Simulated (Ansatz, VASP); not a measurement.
NiO in VASP and in Ansatz

```xyz
2
Lattice="0.0000 2.0859 2.0859 2.0859 0.0000 2.0859 2.0859 2.0859 0.0000" Properties=species:S:1:pos:R:3 pbc="T T T"
Ni    0.0000    0.0000    0.0000
O     2.0859    2.0859    2.0859
```

Alike in both runs: task relaxation of cell and atoms; functional RPBE; k mesh 11 × 11 × 11; occupations fermi-dirac, width 0.05 eV; collinear spin, ferromagnetic start.

|  | VASP | Ansatz |
| --- | --- | --- |
| version | VASP 6.6.1 | Ansatz 0.2.0 |
| potentials or method | VASP PAW PBE potentials, release 64 (Ni, O) | Ansatz PAW |
| plane-wave cutoff (eV) | 600 | 420 |
| valence electrons in the cell | 16 | 24 |

```csv
,VASP,Ansatz,Ansatz less VASP
net moment per atom (μB),0.96,0.97,+0.010
size of the moment on the site where the two differ most (μB),0.30,0.32,+0.021
relaxed volume (Å³/atom),9.74,9.76,+0.020
relaxed cell length with the largest relative difference (Å),3.020,3.022,+0.0021
energy change over the relaxation (meV/atom),-25,-27,-1.7
```

Site moments also hang on the region over which each program counts them. The two sets of potentials don't hold the same shells in valence.

Caveats: a cell with one magnetic atom can't hold antiferromagnetic order, which such compounds often take; the PAW data sets were made with another functional, which shifts forces and pressure a little (VASP); the plane-wave basis is chosen anew once the cell has moved, so the energies of steps on either side of that aren't comparable (Ansatz); the pressure holds a Pulay correction of +0.6 GPa for the finite cutoff (Ansatz); the PAW data sets come from PBE, with cores solved anew for the run's functional, which leaves a small shift of forces and pressure (Ansatz). Zero-point motion and thermal expansion aren't in these numbers. RPBE and its kin give volumes clearly too large for solids.
